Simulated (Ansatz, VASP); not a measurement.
One calculation of SnSe, two programs

The input INCAR:

```
SYSTEM = SnSe
  ALGO = Normal
  EDIFF = 1E-6
  ENCUT = 520
  GGA = PE
  ISIF = 2
  ISMEAR = 0
  IVDW = 12
  LASPH = .True.
  LCHARG = .False.
  LREAL = .False.
  LWAVE = .False.
  NBANDS = 17
  NELM = 80
  PREC = Accurate
  SIGMA = 0.1
```

Contents of KPOINTS:

```
k-points
0
Gamma
  6 6 6
  0 0 0
```

Contents of POSCAR:

```
SnSe
1.0
    0.0000000000      3.0100000000      3.0100000000
    3.0100000000      0.0000000000      3.0100000000
    3.0100000000      3.0100000000      0.0000000000
Sn Se
1 1
Direct
    0.0000000000      0.0000000000      0.0000000000
    0.5000000000      0.5000000000      0.5000000000
```

Input for Ansatz:

```yaml
crystal:
  lattice:
    - [0.0, 3.01, 3.01]
    - [3.01, 0.0, 3.01]
    - [3.01, 3.01, 0.0]
  atoms:
    - { symbol: Sn, position: [0.0, 0.0, 0.0] }
    - { symbol: Se, position: [0.5, 0.5, 0.5] }
basis:
  ecutwfc: 420
kpoints:
  mp_grid: { grid: [6, 6, 6] }
hamiltonian:
  xc: pbe
  dispersion: d3bj
scf:
  occupations: { method: gaussian, width: 0.1 }
output:
  forces: true
  stress: true
  eigenvalues: true
```

Measurements of this composition are mostly on another form, of space group No. 62.

Alike in both runs: task single point; functional PBE; dispersion D3(BJ); k mesh 6 × 6 × 6; occupations gaussian, width 0.1 eV; no spin polarisation.

|  | VASP | Ansatz |
| --- | --- | --- |
| version | VASP 6.6.1 | Ansatz 0.2.0 |
| potentials or method | VASP PAW PBE potentials, release 64 (Sn_d, Se) | scalar-relativistic, plane waves, PAW |
| plane-wave cutoff (eV) | 520 | 420 |
| valence electrons in the cell | 20 | 30 |

```csv
,VASP,Ansatz,Ansatz less VASP
gap on the k mesh at the Fermi level (eV),0.58,0.58,-0.001
least direct gap on the mesh (eV),0.58,0.58,-0.001
pressure (GPa),-1.5,-1.5,+0.02
```

The functional is the same, so the differences come from potentials, cutoffs and numerics. The two sets of potentials don't hold the same shells in valence.

Caveats: spin-orbit coupling is left out, which moves the levels of the heavy elements. A k mesh can miss the band edges.
